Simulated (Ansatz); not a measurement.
SiC in the zincblende structure, relaxed with r2SCAN in Ansatz 0.2.0. It is cubic, F-43m (No. 216); a = 4.356 Å in the conventional setting, 10.33 Å³ an atom. Si is surrounded by 4 C at 1.89 Å; C is surrounded by 4 Si at 1.89 Å.

The axes x, y and z are those of this cell:
```
Si C
1.0
     0.00000    2.17805    2.17805
     2.17805    0.00000    2.17805
     2.17805    2.17805    0.00000
Si C
1 1
Direct
  0.00000 0.00000 0.00000
  0.25000 0.25000 0.25000
```

Unstrained: PBE gives an indirect gap of 1.358 eV, from Γ to X; the least direct gap is 4.547 eV at X. The r2SCAN gap is indirect, 1.713 eV (Γ to X), below the direct gap of 5.048 eV at X. The HSE06 gap is indirect, 2.227 eV (Γ to X), below the direct gap of 5.720 eV at X. Meshes: PBE 10×10×10, r2SCAN 10×10×10, HSE06 8×8×8. Strains are changes of length per length, and xy shears are angles. After each strain the atoms were relaxed again with r2SCAN within the symmetry that the strain leaves, so tilts or polar shifts that break it weren't tested; points keep the names that they have in the unstrained zone. Calculated for a static, non-magnetic cell.

Task: Apply isotropic +1.79 % on every length. How far does the gap move, against the unstrained cell?

Result: PBE: the gap goes from 1.358 to 1.404 eV (+0.046 eV). r2SCAN: the gap goes from 1.713 to 1.746 eV (+0.033 eV). HSE06: the gap goes from 2.227 to 2.256 eV (+0.029 eV). The r2SCAN energy rises by 20.0 meV an atom.

Task: One strain changed the r2SCAN stress by xx +0.49, yy +0.49, zz -0.01, xy -11.83 GPa (compression positive) and the gap by -0.322 eV (PBE), -0.335 eV (r2SCAN), -0.323 eV (HSE06). Which kind of strain was it, and roughly how large?

Result: Xy shear, engineering strain (angle) +4.52 %. The pattern of the stress gives the kind; the size needs the stiffness, so it is an estimate.

Task: Apply uniaxial +2.56 % along z, other directions held. How far does the gap move, against the unstrained cell?

Result: PBE: the gap goes from 1.358 to 1.249 eV (-0.109 eV); with r2SCAN the top three valence levels at Γ, degenerate before, become 2+1 from the top over 185 meV. r2SCAN: the gap goes from 1.713 to 1.592 eV (-0.121 eV). HSE06: the gap goes from 2.227 to 2.105 eV (-0.122 eV). The r2SCAN energy rises by 8.6 meV an atom.

The meshes of the hybrids are coarse, so their gaps aren't converged to the digits shown.

The splittings at Γ are without spin-orbit coupling, which regroups them where it is of like size or larger.
